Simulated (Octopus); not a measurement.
# AgCl (Chlorargyrite) (Fm-3m) in Octopus: reference runs, part 2 of 2

Octopus 16.4. Earlier steps stand in the parts before.

### Step 4. Equation of state, PBEsol, 20.05 Å³/atom (volume scaled by 0.98)

inp

```
CalculationMode = gs
UnitsOutput = eV_Angstrom
PeriodicDimensions = 3
ExperimentalFeatures = yes
PseudopotentialSet = pseudodojo_pbesol
%LatticeParameters
 1*angstrom | 1*angstrom | 1*angstrom
%
%LatticeVectors
 0 | 2.7166437422 | 2.7166437422
 2.7166437422 | 0 | 2.7166437422
 2.7166437422 | 2.7166437422 | 0
%
%ReducedCoordinates
 "Ag" | 0 | 0 | 0
 "Cl" | 0.5 | 0.5 | 0.5
%
%Spacing
 0.13247981*angstrom | 0.13247981*angstrom | 0.13247981*angstrom
%
DerivativesOrder = 8
%KPointsGrid
 8 | 8 | 8
%
KPointsUseSymmetries = yes
XCFunctional = gga_x_pbe_sol + gga_c_pbe_sol
SmearingFunction = fermi_dirac
Smearing = 0.05*eV
ExtraStates = 8
Eigensolver = chebyshev_filter
ConvRelDens = 3e-7
MaximumIter = 120
```

Run with:

```console
$ OMP_NUM_THREADS=1 octopus > out.log
```

It took 3.2 min on 1 thread of Arm Neoverse V2, shared host; peak memory 0.86 GiB.

It converged, with:

```yaml
Free_energy: -4660.8802 eV
Band_gap_on_the_k_mesh: 0.73 eV, indirect (least direct gap 3.25 eV)
```

### Step 5. Equation of state, PBEsol, 20.87 Å³/atom (volume scaled by 1.02)

inp, as its differences from that of step 4:

```diff
@@ -9,5 +9,5 @@
 %LatticeVectors
- 0 | 2.7166437422 | 2.7166437422
- 2.7166437422 | 0 | 2.7166437422
- 2.7166437422 | 2.7166437422 | 0
+ 0 | 2.7531131106 | 2.7531131106
+ 2.7531131106 | 0 | 2.7531131106
+ 2.7531131106 | 2.7531131106 | 0
 %
@@ -18,3 +18,3 @@
 %Spacing
- 0.13247981*angstrom | 0.13247981*angstrom | 0.13247981*angstrom
+ 0.13425827*angstrom | 0.13425827*angstrom | 0.13425827*angstrom
 %
```

Potentials or basis: pseudodojo_pbesol (PseudoDojo 0.4, PBEsol).

Run with:

```console
$ OMP_NUM_THREADS=1 octopus > out.log
```

out.log:

```text
Running octopus

[... 13 lines left out ...]

Input: [AllElectronType = no]
Input: [PseudopotentialSet = pseudodojo_pbesol]
Reading Coordinates from ReducedCoordinates block

****************************** Species *******************************
  Species 'Ag'
    type             : pseudopotential
    file             : 'Ag.upf'
    file format      : UPF2
    valence charge   : 19.0
    atomic number    :  47
    form on file     : kleinman-bylander
    lmax             : 2
[... 530 lines left out ...]
     21      17       18.809456    0.000000   ( 2.6E-02)
     21      23       18.866120    0.000000   ( 5.1E-02)
     21      20       18.975686    0.000000   ( 5.5E-02)
     21      18       18.996181    0.000000   ( 3.2E-02)
     21       8       19.185592    0.000000   ( 6.1E-02)
     21      25       19.344880    0.000000   ( 3.9E-02)
     21       7       19.519378    0.000000   ( 3.6E-02)

Density of states:

-----------------------%----------------------------------------------
-----------------------%---------------------------------%------------
-----------------------%-------------------------------%%%------------
-----------------------%-------------------------------%%%------------
-----------------------%-------------------------------%%%-----%------
-----------------------%-------------------------------%%%-----%---%--
-----------------------%-------------------------------%%%-----%---%--
%----------------------%------------------------%------%%%-----%--%%%-
%----------------------%------------------------%------%%%%-%-%%%%%%%-
%----------------------%------------------------%------%%%%-%%%%%%%%%%
                                                          ^

Fermi energy =     2.683135 eV

**********************************************************************

Info: SCF converged in   13 iterations

** Warning:
**   Some of the states are not fully converged!

Info: Number of matrix-vector products:       9425
Info: Finished writing information to 'restart/gs'.

Octopus emitted 17 warnings.
```

Wall time 3.5 min (1 thread of Arm Neoverse V2, shared host); peak memory 0.86 GiB.

Results:

```yaml
Free_energy: -4660.8779 eV
Band_gap_on_the_k_mesh: 0.73 eV, indirect (least direct gap 3.11 eV)
```

### Step 6. Equation of state, PBEsol, 19.64 Å³/atom (volume scaled by 0.96)

inp, as its differences from that of step 5:

```diff
@@ -9,5 +9,5 @@
 %LatticeVectors
- 0 | 2.7531131106 | 2.7531131106
- 2.7531131106 | 0 | 2.7531131106
- 2.7531131106 | 2.7531131106 | 0
+ 0 | 2.6980360093 | 2.6980360093
+ 2.6980360093 | 0 | 2.6980360093
+ 2.6980360093 | 2.6980360093 | 0
 %
@@ -18,3 +18,3 @@
 %Spacing
- 0.13425827*angstrom | 0.13425827*angstrom | 0.13425827*angstrom
+ 0.13157238*angstrom | 0.13157238*angstrom | 0.13157238*angstrom
 %
@@ -32 +32,6 @@
 MaximumIter = 120
+%Output
+ density | cube
+ elf | cube
+ potential | cube
+%
```

Potentials or basis: pseudodojo_pbesol (PseudoDojo 0.4, PBEsol).

Run with:

```console
$ OMP_NUM_THREADS=1 octopus > out.log
```

It took 3.4 min on 1 thread of Arm Neoverse V2, shared host; peak memory 0.86 GiB.

It converged, with:

```
Free energy            : -4660.8725 eV
Band gap on the k mesh : 0.73 eV, indirect (least direct gap 3.33 eV)
```

### Step 7. Equation of state, PBEsol, 21.28 Å³/atom (volume scaled by 1.04)

inp, as its differences from that of step 6:

```diff
@@ -9,5 +9,5 @@
 %LatticeVectors
- 0 | 2.6980360093 | 2.6980360093
- 2.6980360093 | 0 | 2.6980360093
- 2.6980360093 | 2.6980360093 | 0
+ 0 | 2.7709909694 | 2.7709909694
+ 2.7709909694 | 0 | 2.7709909694
+ 2.7709909694 | 2.7709909694 | 0
 %
@@ -18,3 +18,3 @@
 %Spacing
- 0.13157238*angstrom | 0.13157238*angstrom | 0.13157238*angstrom
+ 0.13513010*angstrom | 0.13513010*angstrom | 0.13513010*angstrom
 %
@@ -32,6 +32 @@
 MaximumIter = 120
-%Output
- density | cube
- elf | cube
- potential | cube
-%
```

Run with:

```console
$ OMP_NUM_THREADS=1 octopus > out.log
```

It took 3.5 min on 1 thread of Arm Neoverse V2, shared host; peak memory 0.86 GiB.

The run converged. Its results:

* Free energy: -4660.8710 eV
* Band gap on the k mesh: 0.73 eV, indirect (least direct gap 3.05 eV)

### Step 8. Equation of state, PBEsol, 19.23 Å³/atom (volume scaled by 0.94)

inp, as its differences from that of step 7:

```diff
@@ -9,5 +9,5 @@
 %LatticeVectors
- 0 | 2.7709909694 | 2.7709909694
- 2.7709909694 | 0 | 2.7709909694
- 2.7709909694 | 2.7709909694 | 0
+ 0 | 2.6791680073 | 2.6791680073
+ 2.6791680073 | 0 | 2.6791680073
+ 2.6791680073 | 2.6791680073 | 0
 %
@@ -18,3 +18,3 @@
 %Spacing
- 0.13513010*angstrom | 0.13513010*angstrom | 0.13513010*angstrom
+ 0.13065227*angstrom | 0.13065227*angstrom | 0.13065227*angstrom
 %
```

Run with:

```console
$ OMP_NUM_THREADS=1 octopus > out.log
```

It took 3.4 min on 1 thread of Arm Neoverse V2, shared host; peak memory 0.86 GiB.

It converged, with:

| Property | Result |
| --- | --- |
| Free energy | -4660.8568 eV |
| Band gap on the k mesh | 0.73 eV, indirect (least direct gap 3.42 eV) |

### Step 9. Equation of state, PBEsol, 21.69 Å³/atom (volume scaled by 1.06)

inp, as its differences from that of step 8:

```diff
@@ -9,5 +9,5 @@
 %LatticeVectors
- 0 | 2.6791680073 | 2.6791680073
- 2.6791680073 | 0 | 2.6791680073
- 2.6791680073 | 2.6791680073 | 0
+ 0 | 2.7886410693 | 2.7886410693
+ 2.7886410693 | 0 | 2.7886410693
+ 2.7886410693 | 2.7886410693 | 0
 %
@@ -18,3 +18,3 @@
 %Spacing
- 0.13065227*angstrom | 0.13065227*angstrom | 0.13065227*angstrom
+ 0.13599083*angstrom | 0.13599083*angstrom | 0.13599083*angstrom
 %
```

Potentials or basis: pseudodojo_pbesol (PseudoDojo 0.4, PBEsol).

Run with:

```console
$ OMP_NUM_THREADS=1 octopus > out.log
```

Run time: 3.4 min. Hardware: 1 thread of Arm Neoverse V2, shared host; peak memory 0.86 GiB.

Results (log left out):

* Free energy: -4660.8565 eV
* Band gap on the k mesh: 0.74 eV, indirect (least direct gap 2.99 eV)

### Step 10. Equation of state, PBEsol

This step only gathers the single runs of the series.

Results:

| Item | Value |
| --- | --- |
| Equilibrium volume | 20.39 Å³/atom |
| Bulk modulus | 55 GPa |
| Pressure derivative of the bulk modulus | 4.5 (rough: it moves with the points fitted) |

Energy against volume, from the lowest point:
```
volume (Å³/atom)  energy (meV/atom)
          19.231              12.69
          19.640               4.82
          20.049               0.98
          20.458               0.00
          20.868               2.14
          21.277               5.57
          21.686              12.84
```

Caveat: the number of grid points is fixed, so the spacing changes with the cell, which shifts volumes and moduli.

### Step 11. Comparison with measurements

Step 2. Measured gap of AgCl: 3.249 eV (indirect; a printed reference work, data compilation). This calculation gives 0.73 eV (-2.52 eV). So large a miss can be the level of theory's own, or it may mean another phase, state or a wrong row. Spin-orbit coupling on Ag is left out. The value is that of PBEsol on a finite k mesh, which can miss the band edges, without temperature or zero-point motion. Semilocal functionals fall short of measured gaps as a rule.
